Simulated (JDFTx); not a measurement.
## Au in JDFTx: convergence with cutoff

The system is Au.

```
CELL_PARAMETERS angstrom
0.00000 2.03500 2.03500
2.03500 0.00000 2.03500
2.03500 2.03500 0.00000
ATOMIC_POSITIONS crystal
Au 0.00000 0.00000 0.00000
```

| Quantity | Value |
| --- | --- |
| Program | JDFTx 1.7.0 (patched build) |
| Task | convergence study |
| Functional | r2SCAN |
| Potentials or basis | SG15-PBE-1.2 |
| Cutoff | 435 eV |
| Density cutoff | 1742 eV |
| k mesh | 11 × 11 × 11 |
| Occupations | fermi-dirac, width 0.05 eV |
| Spin | no spin polarisation |

These are the settings of the first run; the series varies cutoff, with any setting tied to it.

Hardware: 1 thread of Intel(R) Xeon(R) Platinum 8375C CPU @ 2.90GHz (Ice Lake), with other jobs on the host.

```
    cutoff  energy less the tightest run, at zero smearing (meV/atom)  pressure (GPa)  SCF cycles  CPU time (s)  peak memory (GiB)
435.382 eV                                                    1232.74          -70.93          23            20               0.05
544.228 eV                                                      84.68           -1.70          29            72               0.06
653.073 eV                                                      13.19            6.22          30            77               0.06
761.919 eV                                                      10.44            6.06          28           120               0.07
870.764 eV                                                       4.09            6.10          33           150               0.08
 979.61 eV                                                       1.35            6.28          36           140               0.09
1088.45 eV                                                       0.86            6.34          28           110                0.1
1251.72 eV                                                       0.55            6.33          36           320               0.11
1469.41 eV                                                       0.00            6.32          27           260               0.13
```

Against the tightest run, the energy stays within 1 meV/atom from 1088.45 eV on; the pressure stays within 0.1 GPa from 979.61 eV on. The tightest run that finished is the yardstick and may itself not be fully converged.

Caveat, for the tightest run too: the potentials were made for another functional, which shifts forces and pressure. Spin-orbit coupling is left out, which matters for the levels of Au.
